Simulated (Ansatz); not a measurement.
## Bi2S3 (tetradymite): the band gap by level of theory

All numbers come from the PAW code Ansatz. No magnetic order and no zero-point or thermal motion; the cell was built from a prototype and may be hypothetical.

Bi2S3 (tetradymite), relaxed with r2SCAN+rVV10. The symmetry is R-3m (No. 166, trigonal); conventional cell a = 4.015 Å, c = 28.080 Å, 26.14 Å³ an atom. Bi is surrounded by 6 S at 2.73–2.97 Å; S is surrounded by 3 Bi at 2.73 Å; S is surrounded by 6 Bi at 2.97 Å.

```cif
data_structure
_symmetry_space_group_name_H-M 'R-3m:H'
_symmetry_Int_Tables_number 166
_cell_length_a 4.0153
_cell_length_b 4.0153
_cell_length_c 28.0798
_cell_angle_alpha 90.000
_cell_angle_beta 90.000
_cell_angle_gamma 120.000
_cell_volume 392.06
loop_
_atom_site_label
_atom_site_type_symbol
_atom_site_symmetry_multiplicity
_atom_site_Wyckoff_symbol
_atom_site_fract_x
_atom_site_fract_y
_atom_site_fract_z
_atom_site_occupancy
Bi1 Bi 6 c 0.33333 0.66667 0.06634 1
S1 S 6 c 0.00000 0.00000 0.21594 1
S2 S 3 a 0.00000 0.00000 0.00000 1
```

Relaxed lattice by functional, symmetry kept:

| functional | k mesh | a (Å) | c (Å) | volume (Å³/atom) |
| --- | --- | --- | --- | --- |
| PBE-D3(BJ) | 8×8×8 | 4.013 | 27.428 | 25.50 |
| r2SCAN+rVV10 | 6×6×6 | 4.015 | 28.080 | 26.14 |
| PBE-D4 | 6×6×6 | 4.013 | 27.350 | 25.43 |

Band edges at fixed r2SCAN+rVV10 geometry:

| level | k mesh | gap (eV) | kind | edges | least direct gap (eV) |
| --- | --- | --- | --- | --- | --- |
| LDA | 8×8×8 | 0.60 | direct | Γ | 0.60 |
| PBE | 8×8×8 | 0.74 | direct | Γ | 0.74 |
| PBE+SOC | 8×8×8 | 0.20 | direct | Γ | 0.20 |
| r2SCAN | 8×8×8 | 1.01 | direct | Γ | 1.01 |
| HSE06 | 4×4×4 | 1.28 | direct | Γ | 1.28 |
| DDH-PBE0 | 4×4×4 | 1.09 | direct | Γ | 1.09 |
| PBE0 | 4×4×4 | 1.90 | direct | Γ | 1.90 |
| r2SCAN0 | 4×4×4 | 2.07 | direct | Γ | 2.07 |

PBE, PBE+SOC: smearing of 0.02 eV; the others have fixed occupations.
Wave cutoffs: 420 eV, 500 eV (r2SCAN, r2SCAN0).

HSE06 gives a direct gap of 1.28 eV at Γ. Spin-orbit coupling changes the PBE gap by -0.54 eV, to 0.20 eV.

r2SCAN covers 50 % of the step from PBE to HSE06. For gaps to 0.1 eV, spin-orbit coupling (up to 0.54 eV here) has to be included. Among these functionals the gap stays direct.

r2SCAN (ground state on 6×6×6): ε∞: 13.64 along x and y, 8.06 along z. Born charges, averaged over directions: Bi +4.88, S -3.84 to -2.96 e. The program notes that the ground state's band table doesn't vouch for all the bands that the response reads. PBE (ground state on 6×6×6): ε∞: 15.09 along x and y, 8.86 along z. Born charges, averaged over directions: Bi +4.78, S -3.74 to -2.91 e. The program notes that the ground state's band table doesn't vouch for all the bands that the response reads.

Only the levels marked +SOC include spin-orbit coupling.
